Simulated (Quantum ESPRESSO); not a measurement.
# BeTe (F-43m) in Quantum ESPRESSO: convergence with smearing width

Aim: find how far smearing width must go before the results for BeTe settle, at PBE. This setting moves, with any that are tied to it; all else stays.

Program: Quantum ESPRESSO 7.5. These are calculated values, not measurements. Logs are shortened: lines on timing, memory, paths and dates and some standing lists are left out, and cuts for length are marked.

**1. The crystal as given**

Symmetry: F-43m, No. 216, cubic system. The conventional cell has a = 5.540 Å, b = 5.540 Å, c = 5.540 Å, α = 90.00°, β = 90.00°, γ = 90.00°. Te (site symmetry -43m) is surrounded by 4 Be at 2.40 Å. Be (site symmetry -43m) has 4 Te at 2.40 Å as nearest neighbours.

**2. With smearing width 0.5 eV**

File pw.in:

```
&CONTROL
  calculation = 'scf'
  prefix = 'pwscf'
  outdir = './tmp'
  pseudo_dir = './pseudo'
  tprnfor = .true.
  tstress = .true.
  disk_io = 'nowf'
/
&SYSTEM
  ibrav = 0
  nat = 2
  ntyp = 2
  ecutwfc = 88
  nbnd = 16
  occupations = 'smearing'
  smearing = 'fd'
  degauss = 0.03674932
/
&ELECTRONS
  conv_thr = 4d-10
  electron_maxstep = 120
  mixing_beta = 0.5
/
ATOMIC_SPECIES
Te   127.6000 Te.upf
Be     9.0122 Be.upf
CELL_PARAMETERS angstrom
   0.0000000000    2.7700000000    2.7700000000
   2.7700000000    0.0000000000    2.7700000000
   2.7700000000    2.7700000000    0.0000000000
ATOMIC_POSITIONS crystal
Te     0.7500000000    0.7500000000    0.7500000000
Be     0.0000000000    0.0000000000    0.0000000000
K_POINTS automatic
8 8 8 0 0 0
```

Potentials or basis: PseudoDojo 0.4.1 SR PBE standard.

Launch:

```sh
$ OMP_NUM_THREADS=1 pw.x -in pw.in > pw.out
```

pw.out:

```text
This program is part of the open-source Quantum ESPRESSO suite
     for quantum simulation of materials; please cite
         "P. Giannozzi et al., J. Phys.:Condens. Matter 21 395502 (2009);
         "P. Giannozzi et al., J. Phys.:Condens. Matter 29 465901 (2017);
         "P. Giannozzi et al., J. Chem. Phys. 152 154105 (2020);
     in publications or presentations arising from this work. More details at

     Message from routine setup:
     using ibrav=0 with symmetry is DISCOURAGED, use correct ibrav instead

     G-vector sticks info
     --------------------
     sticks:   dense  smooth     PW     G-vecs:    dense   smooth      PW
     Sum        1333    1333    379                31951    31951    5029

     Using Slab Decomposition

     bravais-lattice index     =            0
     lattice parameter (alat)  =       7.4028  a.u.
     unit-cell volume          =     286.8573 (a.u.)^3
     number of atoms/cell      =            2
     number of atomic types    =            2
     number of electrons       =        20.00
     number of Kohn-Sham states=           16
     kinetic-energy cutoff     =      88.0000  Ry
     charge density cutoff     =     352.0000  Ry
     scf convergence threshold =      4.0E-10
     mixing beta               =       0.5000
     number of iterations used =            8  plain     mixing
     Exchange-correlation= PBE
                           (   1   4   3   4   0   0   0)

     celldm(1)=   7.402759  celldm(2)=   0.000000  celldm(3)=   0.000000
     celldm(4)=   0.000000  celldm(5)=   0.000000  celldm(6)=   0.000000

[... 8 lines left out ...]
               b(3) = (  0.707107  0.707107 -0.707107 )

     PseudoPot. # 1 for Te read from file:
     Te.upf
     Pseudo is Norm-conserving + core correction, Zval = 16.0
     Generated using ONCVPSP code by D. R. Hamann
     Using radial grid of 1294 points,  6 beta functions with:
                l(1) =   0
                l(2) =   0
                l(3) =   1
                l(4) =   1
                l(5) =   2
                l(6) =   2

     PseudoPot. # 2 for Be read from file:
     Be.upf
     Pseudo is Norm-conserving, Zval =  4.0
     Generated using ONCVPSP code by D. R. Hamann
     Using radial grid of 1358 points,  4 beta functions with:
                l(1) =   0
                l(2) =   0
                l(3) =   1
                l(4) =   1

     atomic species   valence    mass     pseudopotential
     Te               16.00   127.60000     Te( 1.00)
     Be                4.00     9.01220     Be( 1.00)

     24 Sym. Ops. (no inversion) found

   Cartesian axes

     site n.     atom                  positions (alat units)
         1        Te     tau(   1) = (   1.0606602   1.0606602   1.0606602  )
         2        Be     tau(   2) = (   0.0000000   0.0000000   0.0000000  )

     number of k points=    29  Fermi-Dirac smearing, width (Ry)=  0.0367
                       cart. coord. in units 2pi/alat
        k(    1) = (   0.0000000   0.0000000   0.0000000), wk =   0.0039062
        k(    2) = (   0.0883883   0.0883883  -0.0883883), wk =   0.0312500
        k(    3) = (   0.1767767   0.1767767  -0.1767767), wk =   0.0312500
        k(    4) = (   0.2651650   0.2651650  -0.2651650), wk =   0.0312500
        k(    5) = (  -0.3535534  -0.3535534   0.3535534), wk =   0.0156250
        k(    6) = (   0.1767767   0.0000000   0.0000000), wk =   0.0234375
[... 21 lines left out ...]
        k(   28) = (  -0.7071068   0.1767767  -0.0000000), wk =   0.0468750
        k(   29) = (  -0.7071068   0.3535534   0.0000000), wk =   0.0234375

     Dense  grid:    31951 G-vectors     FFT dimensions: (  45,  45,  45)

     Initial potential from superposition of free atoms

     starting charge      19.9996, renormalised to      20.0000
     Starting wfcs are   11 randomized atomic wfcs +    5 random wfcs

     Self-consistent Calculation

     iteration #  1     ecut=    88.00 Ry     beta= 0.50
     Davidson diagonalization with overlap
     ethr =  1.00E-02,  avg # of iterations =  5.0

     Threshold (ethr) on eigenvalues was too large:
     Diagonalizing with lowered threshold

     Davidson diagonalization with overlap
     ethr =  1.92E-04,  avg # of iterations =  3.3

     total energy              =    -237.67728046 Ry
     estimated scf accuracy    <       0.03957033 Ry
[... 43 lines left out ...]
     iteration #  8     ecut=    88.00 Ry     beta= 0.50
     Davidson diagonalization with overlap
     ethr =  4.52E-12,  avg # of iterations =  2.2

     End of self-consistent calculation

          k = 0.0000 0.0000 0.0000 (  4015 PWs)   bands (ev):

   -91.8076 -28.0044 -28.0044 -28.0044 -27.9897 -27.9897  -4.2147   8.4205
     8.4205   8.4205  12.0369  12.0369  12.0369  12.6246  16.9975  19.0020

          k = 0.0884 0.0884-0.0884 (  3969 PWs)   bands (ev):
[... 16 lines left out ...]
   -91.8076 -28.0019 -28.0011 -28.0011 -27.9884 -27.9884  -2.7504   2.5741
     7.2127   7.2127  11.6646  13.0312  13.0312  16.3509  19.7143  20.3666

          k = 0.1768 0.0000 0.0000 (  3967 PWs)   bands (ev):

   -91.8076 -28.0047 -28.0032 -28.0032 -27.9900 -27.9892  -4.0039   7.3047
     7.7047   7.7047  11.6385  13.0714  13.0714  13.6152  16.6775  17.8797

          k = 0.2652 0.0884-0.0884 (  3988 PWs)   bands (ev):
[... 21 lines left out ...]
   -91.8076 -28.0027 -28.0018 -28.0015 -27.9896 -27.9887  -3.3109   4.3560
     6.4045   7.6598  12.4331  13.1003  13.4611  15.4672  16.9105  18.5140

          k = 0.0000-0.1768 0.1768 (  4009 PWs)   bands (ev):

   -91.8076 -28.0037 -28.0032 -28.0026 -27.9898 -27.9891  -3.8040   6.0376
     7.0463   8.1301  12.4850  12.5233  12.9959  14.7103  16.8792  17.7778

          k = 0.3536 0.0000 0.0000 (  4016 PWs)   bands (ev):

   -91.8076 -28.0053 -28.0004 -28.0004 -27.9908 -27.9880  -3.4153   5.4304
     6.6181   6.6181  10.9831  12.8849  15.0706  15.0706  17.5071  19.5338

          k = 0.4419 0.0884-0.0884 (  4005 PWs)   bands (ev):
[... 11 lines left out ...]
   -91.8076 -28.0022 -27.9998 -27.9990 -27.9895 -27.9884  -2.4579   3.2394
     4.7905   6.5770  11.6784  14.9164  15.0075  16.3023  17.2576  18.3578

          k = 0.0000-0.3536 0.3536 (  3991 PWs)   bands (ev):

   -91.8076 -28.0016 -28.0012 -28.0003 -27.9893 -27.9888  -2.8366   3.8546
     5.0496   7.1292  12.2210  14.0713  14.7655  15.3257  16.9849  18.6054

          k = 0.5303-0.0000 0.0000 (  4016 PWs)   bands (ev):

   -91.8076 -28.0059 -27.9975 -27.9975 -27.9917 -27.9869  -2.6398   3.7859
     5.8640   5.8640  10.4811  11.5258  17.2123  17.2123  19.5278  21.3533

          k =-0.0884-0.6187 0.6187 (  4006 PWs)   bands (ev):

   -91.8076 -28.0054 -27.9971 -27.9969 -27.9916 -27.9868  -2.3149   3.3140
     5.1721   5.7777  10.7115  11.8535  17.4514  17.4747  19.8438  21.3060

          k = 0.0000-0.5303 0.5303 (  4031 PWs)   bands (ev):

   -91.8076 -28.0038 -27.9980 -27.9975 -27.9908 -27.9875  -2.2354   3.4382
     4.2762   6.0377  11.0757  13.7774  16.5781  16.9644  17.8483  19.2267

          k =-0.7071 0.0000 0.0000 (  3984 PWs)   bands (ev):

   -91.8076 -28.0061 -27.9963 -27.9963 -27.9921 -27.9864  -2.2125   3.0552
     5.6015   5.6015  10.2902  11.0504  18.5471  18.5471  20.4218  22.0366

          k = 0.3536 0.1768 0.0000 (  3990 PWs)   bands (ev):

   -91.8076 -28.0040 -28.0008 -28.0005 -27.9903 -27.9882  -3.2541   4.6960
     6.0164   7.1094  12.0299  13.4964  13.8450  14.9048  17.7984  19.3144

          k =-0.2652-0.4419 0.6187 (  4001 PWs)   bands (ev):
[... 16 lines left out ...]
   -91.8076 -28.0030 -27.9995 -27.9970 -27.9906 -27.9877  -2.2796   3.4465
     4.5887   5.6401  12.0724  13.9192  14.7784  16.6303  18.2504  20.8352

          k = 0.0000-0.3536 0.5303 (  3995 PWs)   bands (ev):

   -91.8076 -28.0016 -28.0010 -27.9976 -27.9900 -27.9882  -2.3756   3.5652
     4.4225   6.0111  12.5414  14.0321  14.8059  16.3709  17.5021  19.2294

          k =-0.7071 0.1768-0.0000 (  4020 PWs)   bands (ev):

   -91.8076 -28.0047 -27.9978 -27.9964 -27.9915 -27.9870  -2.1927   3.2673
     5.0896   5.2625  11.4012  12.0633  16.9970  17.1751  19.8607  20.8172

          k =-0.7071 0.3536 0.0000 (  3996 PWs)   bands (ev):

   -91.8076 -28.0016 -28.0009 -27.9964 -27.9906 -27.9878  -2.1726   3.6362
     4.4728   4.9836  13.7556  13.9993  14.1604  14.8695  19.7679  20.6204

     the Fermi energy is     9.3952 ev

!    total energy              =    -237.68002684 Ry
     estimated scf accuracy    <          2.1E-10 Ry
     smearing contrib. (-TS)   =      -0.01035022 Ry
     internal energy E=F+TS    =    -237.66967662 Ry

     The total energy is F=E-TS. E is the sum of the following terms:
     one-electron contribution =    -113.49998621 Ry
     hartree contribution      =      58.92702326 Ry
     xc contribution           =     -54.17135096 Ry
     ewald contribution        =    -128.92536272 Ry

     convergence has been achieved in   8 iterations

     Forces acting on atoms (cartesian axes, Ry/au):

     atom    1 type  1   force =     0.00000000    0.00000000    0.00000000
     atom    2 type  2   force =     0.00000000    0.00000000    0.00000000

     Total force =     0.000000     Total SCF correction =     0.000000

     Computing stress (Cartesian axis) and pressure

          total   stress  (Ry/bohr**3)                   (kbar)     P=       44.71
   0.00030392  -0.00000000  -0.00000000           44.71       -0.00       -0.00
  -0.00000000   0.00030392  -0.00000000           -0.00       44.71       -0.00
  -0.00000000  -0.00000000   0.00030392           -0.00       -0.00       44.71

=------------------------------------------------------------------------------=
   JOB DONE.
=------------------------------------------------------------------------------=
```

It took 24 s on 1 thread of Arm Neoverse V2, shared host; peak memory 0.08 GiB.

What came out:

* Free energy: -3233.8015 eV
* Pressure: 4.5 GPa
* Band gap on the k mesh: 1.87 eV, indirect (least direct gap 3.62 eV)

**3. With smearing width 0.3 eV**

Changes to pw.in since step 2:

```diff
@@ -17,3 +17,3 @@
   smearing = 'fd'
-  degauss = 0.03674932
+  degauss = 0.02204959
 /
```

Potentials or basis: PseudoDojo 0.4.1 SR PBE standard.

Launch:

```sh
$ OMP_NUM_THREADS=1 pw.x -in pw.in > pw.out
```

Run time: 24 s. Hardware: 1 thread of Arm Neoverse V2, shared host; peak memory 0.08 GiB.

What came out:

```
Free energy            : -3233.7736 eV
Pressure               : 4.4 GPa
Band gap on the k mesh : 1.87 eV, indirect (least direct gap 3.61 eV)
```

**4. With smearing width 0.2 eV**

Changes to pw.in since step 3:

```diff
@@ -17,3 +17,3 @@
   smearing = 'fd'
-  degauss = 0.02204959
+  degauss = 0.01469973
 /
```

Launch:

```sh
$ OMP_NUM_THREADS=1 pw.x -in pw.in > pw.out
```

Wall time 24 s (1 thread of Arm Neoverse V2, shared host); peak memory 0.08 GiB.

What came out:

* Free energy: -3233.7716 eV
* Pressure: 4.5 GPa
* Band gap on the k mesh: 1.87 eV, indirect (least direct gap 3.61 eV)

**5. With smearing width 0.136 eV**

Changes to pw.in since step 4:

```diff
@@ -17,3 +17,3 @@
   smearing = 'fd'
-  degauss = 0.01469973
+  degauss = 0.00999582
 /
```

Launch:

```sh
$ OMP_NUM_THREADS=1 pw.x -in pw.in > pw.out
```

It took 24 s on 1 thread of Arm Neoverse V2, shared host; peak memory 0.08 GiB.

Results:

```
Free energy            : -3233.7715 eV
Pressure               : 4.5 GPa
Band gap on the k mesh : 1.87 eV, indirect (least direct gap 3.61 eV)
```

**6. With smearing width 0.1 eV**

Changes to pw.in since step 5:

```diff
@@ -17,3 +17,3 @@
   smearing = 'fd'
-  degauss = 0.00999582
+  degauss = 0.00734986
 /
```

Potentials or basis: PseudoDojo 0.4.1 SR PBE standard.

Launch:

```sh
$ OMP_NUM_THREADS=1 pw.x -in pw.in > pw.out
```

It took 24 s on 1 thread of Arm Neoverse V2, shared host; peak memory 0.08 GiB.

It converged, with:

```
Free energy            : -3233.7715 eV
Pressure               : 4.5 GPa
Band gap on the k mesh : 1.87 eV, indirect (least direct gap 3.61 eV)
```

**7. With smearing width 0.05 eV**

Changes to pw.in since step 6:

```diff
@@ -17,3 +17,3 @@
   smearing = 'fd'
-  degauss = 0.00734986
+  degauss = 0.00367493
 /
```

Launch:

```sh
$ OMP_NUM_THREADS=1 pw.x -in pw.in > pw.out
```

It took 24 s on 1 thread of Arm Neoverse V2, shared host; peak memory 0.08 GiB.

Results (log left out):

| Property | Result |
| --- | --- |
| Free energy | -3233.7715 eV |
| Pressure | 4.5 GPa |
| Band gap on the k mesh | 1.87 eV, indirect (least direct gap 3.61 eV) |

**8. With smearing width 0.025 eV**

Changes to pw.in since step 7:

```diff
@@ -17,3 +17,3 @@
   smearing = 'fd'
-  degauss = 0.00367493
+  degauss = 0.00183747
 /
```

Launch:

```sh
$ OMP_NUM_THREADS=1 pw.x -in pw.in > pw.out
```

It took 24 s on 1 thread of Arm Neoverse V2, shared host; peak memory 0.08 GiB.

The run converged. Its results:

* Free energy: -3233.7715 eV
* Pressure: 4.5 GPa
* Band gap on the k mesh: 1.87 eV, indirect (least direct gap 3.61 eV)

**9. With smearing width 0.01 eV**

Changes to pw.in since step 8:

```diff
@@ -17,3 +17,3 @@
   smearing = 'fd'
-  degauss = 0.00183747
+  degauss = 0.00073499
 /
```

Potentials or basis: PseudoDojo 0.4.1 SR PBE standard.

Launch:

```sh
$ OMP_NUM_THREADS=1 pw.x -in pw.in > pw.out
```

Run time: 23 s. Hardware: 1 thread of Arm Neoverse V2, shared host; peak memory 0.08 GiB.

It converged, with:

- Free energy: -3233.7715 eV
- Pressure: 4.5 GPa
- Band gap on the k mesh: 1.87 eV, indirect (least direct gap 3.61 eV)

**10. Summary**

```
smearing width  energy less the tightest run, at zero smearing (meV/atom)  gap on the mesh (eV)  SCF cycles  CPU time (s)  peak memory (GiB)
        0.5 eV                                                      20.19                 1.870           8            24               0.08
        0.3 eV                                                       1.98                 1.866           8            24               0.08
        0.2 eV                                                       0.20                 1.865           8            24               0.08
      0.136 eV                                                       0.01                 1.865           8            23               0.08
        0.1 eV                                                       0.00                 1.865           8            24               0.08
       0.05 eV                                                       0.00                 1.865           8            24               0.08
      0.025 eV                                                       0.00                 1.865           8            24               0.08
       0.01 eV                                                       0.00                 1.865           8            23               0.08
```

Against the tightest run, the energy stays within 1 meV/atom from 0.2 eV on; the gap on the mesh stays within 0.01 eV from 0.5 eV on. The tightest run that finished is the yardstick and may itself not be fully converged.

Caveats: spin-orbit coupling is left out, which moves the levels of the heavy elements.
